Squeezing lead telluride narrows its band gap. How much of the gap is left when the rocksalt crystal is compressed to about 16 % below its stress-free volume? The answer decides whether a deformation potential found near rest, the gap change per relative change of volume, can be carried over to strong compression.

Rocksalt PbTe at several volumes, computed with Ansatz 0.2.0: DFT with the r2SCAN functional, PAW potentials, a 500 eV plane-wave cutoff and an 8×8×8 k mesh, with fixed occupations and without spin polarisation or spin-orbit coupling. Gaps are the smallest found over the mesh and the high-symmetry k points; the direct gap compares levels at the same k point.

```tsv
volume (Å³/atom)	shortest distance (Å)	band gap (eV)	least direct gap (eV)
29.384	3.086	?	?
29.515	3.090	?	?
33.086	3.210	0.972	0.972
34.896	3.268	1.090	1.090
36.490	3.317	1.172	1.172
39.220	3.398	1.274	1.274
40.919	3.446	1.317	1.317
41.246	3.455	1.323	1.323
```

In the six known rows the gap grows with volume, but the gain fades. From 33.086 to 34.896 Å³/atom it rises by 0.118 eV, while a similar step from 39.220 to 40.919 Å³/atom adds only 0.043 eV. In these rows the valence top and the conduction bottom both lie at L, a point on the boundary of the Brillouin zone, so the gap is direct. A forecast for smaller volumes has to capture both the slope and its bending.

The absolute gaps are not those of real PbTe. The calculation leaves out spin-orbit coupling, which acts strongly on the Pb 6p states and lowers the gap at L by several tenths of an eV or more. At the nearly stress-free volume of 34.896 Å³/atom the table has 1.090 eV, whereas the measured gap is only a few tenths of an eV. The forecast below is therefore one for this level of theory.

## Why shorter contacts cost gap

A simpler system shows the main effect: a straight chain in which s orbitals of Pb alternate with p orbitals of Te that point along the chain. A p orbital has a positive lobe on one side and a negative lobe on the other. If all s orbitals carry the same sign, their overlaps with the two lobes cancel. If the s orbitals change sign from one cell to the next, both overlaps add, and the mixing is as strong as it can be.

At L the crystal has this alternating pattern along all three cubic axes. Te 5p therefore mixes strongly with the filled Pb 6s shell, which lies lower in energy. Two levels that mix repel each other, so the upper one, mainly Te 5p, is pushed up and forms the valence top. The chain explains the signs and the strong mixing, but it leaves out the electric field of the surrounding ions.

For weak mixing the upward push is about $W^2/D$, where $W$ is the coupling between the two orbitals and $D$ their separation in energy. The coupling grows roughly as $1/d^2$ when the shortest distance $d$ shrinks, so the push grows as $1/d^4$ if $D$ stays fixed. When the mixing is strong, as expected at L, the growth is gentler and tends towards $1/d^2$. The conduction bottom, mainly Pb 6p, is pushed up too, by Te 5s, but that shell lies much deeper and should push less. Compression thus drives the valence top towards the conduction bottom, and the gap narrows. This assignment of orbitals is argued from theory, since no orbital weights were computed here; the gaps agree with it but do not test it separately.

Repulsion alone bends too little. Between the two volume steps compared above, $d$ grows by about 6 %, and a $1/d^4$ law would weaken the slope by only about a fifth, and a gentler law by even less. The computed slope, taken per relative change of volume, falls by more than half. Either this simple picture of the repulsion fails, or another effect works against it and fades more slowly as the crystal expands.

The electric field of the ions is a plausible candidate. An electron on Te is surrounded by positive neighbours, and one on Pb by negative neighbours, so the field holds the Pb 6p states above the Te 5p states. For fixed charges this separation grows only as $1/d$ on compression, and by itself it widens the gap. The same field also lifts Pb 6s towards Te 5p, which reduces $D$ and strengthens the repulsion. In the expanded crystal the two effects would nearly balance; in the compressed one the steeper repulsion would win. That this field causes the bending is a guess, but it shows why a gap set by competing effects need not have a constant slope.

## The forecast

A short expansion captures the net result without dividing it into parts. With $V$ the volume per atom, $V_0$ = 34.896 Å³ and $x=\ln(V/V_0)$, a fit to the six known rows gives the gap in eV as

$$E_g = 1.090 + 2.01\,x - 3.667\,x^2 .$$

The coefficient of $x$ is the deformation potential at $V_0$: a volume loss of 1 % costs about 0.02 eV. The last term lets this cost grow under compression.

For 29.384 Å³/atom, which took no part in the fit, $x=\ln(29.384/34.896)=-0.172$. The linear term then contributes −0.346 eV and the bending term −0.108 eV:

$$E_g = 1.090 - 0.346 - 0.108 = 0.636\ \text{eV}.$$

The forecasts are **0.636 ± 0.03 eV at 29.384 Å³/atom** and **0.650 ± 0.03 eV at 29.515 Å³/atom**. The bar is an allowance of about a quarter of the bending term, since the bending may change outside the known range. The gap should stay open and direct at L, and fall more steeply per relative volume change than between any known rows. A band edge that moved away from L would break the forecast.

The withheld rows as computed:

```tsv
volume (Å³/atom)	shortest distance (Å)	band gap (eV)	least direct gap (eV)
29.384	3.086	0.631	0.631
29.515	3.090	0.646	0.646
```

Both gaps lie well inside their bars. The model is too high by about 0.005 eV at the smaller volume and 0.004 eV at the larger, so the computed curve bends slightly more than the formula. The two volumes are close together, which makes this nearly one test rather than two.

The other forecasts can be checked as well. From 29.384 to 33.086 Å³/atom the mean slope is 2.87 eV per unit of $\ln V$, against 2.22 eV for the steepest known interval. The gap is still open, and its two columns agree, so it is direct. The calculation also places both band edges at L in these two rows.

Repulsion alone, fitted to the same six rows, misses both new gaps by about 0.12 eV. With an opposing $1/d$ term it comes within 0.015 eV, now on the low side. The bending is therefore essential, but the numbers do not settle which forces produce it. In the fit with both terms the repulsion alone exceeds 5 eV at $V_0$, which is implausibly large for such a push, so these terms should not be read as the real sizes of the two effects. The output below compares the three fits.

## What to do with it

Use a single deformation potential only near rest. Carrying the slope at $V_0$ to 29.384 Å³/atom, in a straight line against $\ln V$, would give 1.090 − 0.346 = 0.744 eV, about 0.11 eV too much. For strong compression, compute several volumes and keep the bending term.

A pressure coefficient is a different quantity. Between 33.086 and 36.490 Å³/atom, from mild compression to mild tension, the gap changes on average by −47 meV per GPa. The crystal stiffens as it is compressed, so each further GPa removes less volume. This works against the steeper slope in $\ln V$. At the smallest volume, a straight line in pressure that starts from the gap at $V_0$ and has this coefficient gives about 0.59 eV, which is only about 0.04 eV too low.

For a comparison with experiment, repeat the series with spin-orbit coupling. The gap then starts much smaller, and compression can close it and reopen it with the two edges exchanged, so identify the two states at each volume by their parity or orbital weights, and do not rely on the size of the gap alone. Since r2SCAN tends to make gaps too small, check the pressure of closing with a hybrid functional. Check the crystal structure too: rocksalt is imposed here, whereas real PbTe leaves it under a pressure of several GPa, before the two smallest volumes are reached.

The sign of the effect can be guessed for related crystals by asking two questions. Does the cation have a filled s shell below the anion's p states, and do the band edges lie where the two mix strongly? PbS and PbSe meet both conditions, and their gaps are likewise known to narrow under pressure. The rule assumes the usual order of the two edges; in SnTe they are already exchanged, and it fails.

The analysis program printed:

```
fit of band_gap on 6 rows: constant 1.09 +/- 0.00023, coefficient of x 2.01 +/- 0.0046, coefficient of xsq -3.667 +/- 0.033; rms 0.00027, worst 34.896 -0.000376, leave-one-out rms 0.000759
  rows outside the fit (model, value, miss): 29.384 0.6357, 0.631, 0.0047; 29.515 0.6502, 0.646, 0.00418
fit of band_gap on 6 rows: constant 2.347 +/- 0.056, coefficient of invd4 -144.3 +/- 7; rms 0.0123, worst 36.49 -0.0171, leave-one-out rms 0.0216
  rows outside the fit (model, value, miss): 29.384 0.7558, 0.631, 0.125; 29.515 0.7652, 0.646, 0.119
fit of band_gap on 6 rows: constant -9.309 +/- 0.2, coefficient of invd 51.87 +/- 0.88, coefficient of invd4 -624.1 +/- 8.1; rms 0.000361, worst 41.246 0.000538, leave-one-out rms 0.000978
  rows outside the fit (model, value, miss): 29.384 0.6165, 0.631, -0.0145; 29.515 0.6323, 0.646, -0.0137
Forecast and slopes:
     row  forecast_eV  low_eV  high_eV  slope_from_row_above_eV
  29.384       0.6357  0.6057   0.6657                      n/a
  29.515       0.6502  0.6202   0.6802                    3.372
  33.086       0.9722  0.9422    1.002                    2.854
  34.896         1.09    1.06     1.12                    2.215
   36.49        1.172   1.142    1.202                    1.836
   39.22        1.274   1.244    1.304                    1.414
  40.919        1.317   1.287    1.347                    1.014
  41.246        1.323   1.293    1.353                   0.7538
Quarter of the bending term at the smallest volume (eV): 0.0271
Model slope at the smallest volume, per unit of ln V (eV): 3.271
Computed mean slope from 29.384 to 33.086, per unit of ln V (eV): 2.874
Largest difference of gap and direct gap in the withheld rows (eV): 0
Mean gap change with pressure between 33.086 and 36.490 (meV/GPa): -47.31
```
